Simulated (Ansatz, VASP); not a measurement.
# AlO2: VASP beside Ansatz

File INCAR:

```
PREC = Accurate ; ENCUT = 520
EDIFF = 1E-6 ; ISMEAR = 0
SIGMA = 0.1 ; LREAL = False
LASPH = True ; NELM = 150
ALGO = Normal ; ISIF = 2
LWAVE = False ; LCHARG = True
ISPIN = 2 ; MAGMOM = 0 1 1
LORBIT = 11 ; GGA = PE
LELF = True ; LVHAR = True
NBANDS = 18
```

Contents of KPOINTS:

```
Automatic mesh
0
Gamma
  6 6 4
```

POSCAR

```
AlO2
1.0
    2.8029811100      0.0000000000      0.0000000000
   -1.4014905600      2.4274528500      0.0000000000
    0.0000000000      0.0000000000      5.5938117000
Al O
1 2
Direct
    0.3333333300      0.6666666700      0.5000000000
    0.0000000000      0.0000000000      0.3923306700
    0.0000000000      0.0000000000      0.6076693300
```

Input for Ansatz:

```yaml
crystal:
  lattice:
    - [2.80298111, 0.0, 0.0]
    - [-1.40149056, 2.42745285, 0.0]
    - [0.0, 0.0, 5.5938117]
  atoms:
    - { symbol: Al, position: [0.33333333, 0.66666667, 0.5] }
    - { symbol: O, position: [0.0, 0.0, 0.39233067], spin: 1.0 }
    - { symbol: O, position: [0.0, 0.0, 0.60766933], spin: 1.0 }
basis:
  ecutwfc: 420
kpoints:
  mp_grid: { grid: [6, 6, 4] }
hamiltonian:
  xc: pbe
scf:
  occupations: { method: gaussian, width: 0.1 }
  lower_state_search: "off"
output:
  forces: true
  stress: true
  eigenvalues: true
  populations: true
magnetization:
  spin_polarized: true
```

Alike in both runs: task single point; functional PBE; k mesh 6 × 6 × 4; occupations gaussian, width 0.1 eV; collinear spin.

|  | VASP | Ansatz |
| --- | --- | --- |
| version | VASP 6.6.1 | Ansatz 0.2.0 |
| potentials or method | VASP PAW PBE potentials, release 64 (Al, O) | scalar-relativistic, plane waves, PAW |
| plane-wave cutoff (eV) | 520 | 420 |
| valence electrons in the cell | 15 | 15 |

|  | VASP | Ansatz | Ansatz less VASP |
| --- | --- | --- | --- |
| gap on the k mesh at the Fermi level (eV) | none | none | - |
| rms of the force components (eV/Å) | 11.826 | 11.057 | -0.7689 |
| net moment per atom (μB) | 0.11 | 0.11 | +0.002 |
| size of the moment on the site where the two differ most (μB) | 0.07 | 0.03 | -0.043 |

Site moments also hang on the region over which each program counts them. Atom by atom the forces differ by 0.769 eV/Å (rms over components). A gap of «none» marks a metal or a gap that the smearing closes. With one functional, cell and mesh, what is left measures potentials, basis and numerics.

Caveats: the k mesh is coarse (spacing up to 0.43 Å⁻¹), so the values aren't converged; the standard files for N, O and F lose accuracy on very short bonds; forces of over 1 eV/Å show positions far from the minimum, so gaps and moduli don't describe the material at rest.
